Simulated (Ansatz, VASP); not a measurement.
# Rb: VASP beside Ansatz

File INCAR:

```
SYSTEM = Rb
PREC = Accurate ; ENCUT = 520
EDIFF = 1E-7 ; ISMEAR = -1
SIGMA = 0.05 ; LREAL = .False.
LASPH = .True. ; NELM = 60
ALGO = Normal ; ISIF = 2
LWAVE = .False. ; LCHARG = .False.
GGA = B5 ; ALDAX = 1.0
AGGAX = 1.0 ; AGGAC = 1.0
ALDAC = 0.0 ; NBANDS = 10
```

File KPOINTS:

```
regular mesh
0
Gamma
  7 7 7
  0 0 0
```

POSCAR

```
Rb
1.0
   -2.8025000000      2.8025000000      2.8025000000
    2.8025000000     -2.8025000000      2.8025000000
    2.8025000000      2.8025000000     -2.8025000000
Rb
1
Direct
    0.0000000000      0.0000000000      0.0000000000
```

Contents of input.yaml:

```yaml
crystal:
  lattice:
    - [-2.8025, 2.8025, 2.8025]
    - [2.8025, -2.8025, 2.8025]
    - [2.8025, 2.8025, -2.8025]
  atoms:
    - { symbol: Rb, position: [0.0, 0.0, 0.0] }
kpoints:
  mp_grid: { grid: [7, 7, 7] }
  band_path:
    path:
      - [0.0, 0.0, 0.0]
      - [0.5, -0.5, 0.5]
      - [0.0, 0.0, 0.5]
      - [0.0, 0.0, 0.0]
      - [0.25, 0.25, 0.25]
      - [0.5, -0.5, 0.5]
    npoints: 12
scf:
  occupations: { method: fermi_dirac, width: 0.05 }
hamiltonian:
  xc: blyp
  pseudopotentials: { kind: all_electron, lapw: { basis_error: 0.001 } }
output:
  forces: true
  stress: true
  eigenvalues: true
```

Alike in both runs: functional BLYP; k mesh 7 × 7 × 7; occupations fermi-dirac, width 0.05 eV; no spin polarisation.

|  | VASP | Ansatz |
| --- | --- | --- |
| version | VASP 6.6.1 | Ansatz 0.2.0 |
| potentials or method | VASP PAW PBE potentials, release 64 (Rb_sv) | all-electron LAPW, scalar-relativistic |
| plane-wave cutoff (eV) | 520 | see its input |
| task | single point | band structure |

```csv
,VASP,Ansatz,Ansatz less VASP
gap on the k mesh at the Fermi level (eV),none,none,-
pressure (GPa),0.2,0.2,-0.01
```

A gap of «none» marks a metal or a gap that the smearing closes. Ansatz ran all-electron here, so the differences hold the error of VASP's frozen core and of both bases.

Caveats: the PAW data sets were made with another functional, which shifts forces and pressure a little (VASP).
